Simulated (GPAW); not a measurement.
The system is K.

```
CELL_PARAMETERS angstrom
-2.69756 2.69756 2.69756
2.69756 -2.69756 2.69756
2.69756 2.69756 -2.69756
ATOMIC_POSITIONS crystal
K 0.00000 0.00000 0.00000
```

Base run:

| Quantity | Value |
| --- | --- |
| Program | GPAW 26.7.0 |
| Functional | LDA |
| Potentials or basis | the program's PAW data sets (release 1.2.1) made for this functional |
| Cutoff | 600 eV |
| Basis | pw |
| k mesh | 7 × 7 × 7 |
| Occupations | gaussian, width 0.1 eV |
| Spin | no spin polarisation |

Its results: band gap on the k mesh none (metal or under the smearing width); pressure -0.6 GPa.

Task: The run is repeated on the same cell with these changes: functional from LDA to RPBE; occupations from gaussian, width 0.1 eV to gaussian, width 0.05 eV. What comes out?

Result: Band gap on the k mesh none (metal or under the smearing width); pressure 0.1 GPa.

Not every run made on this cell is shown here.
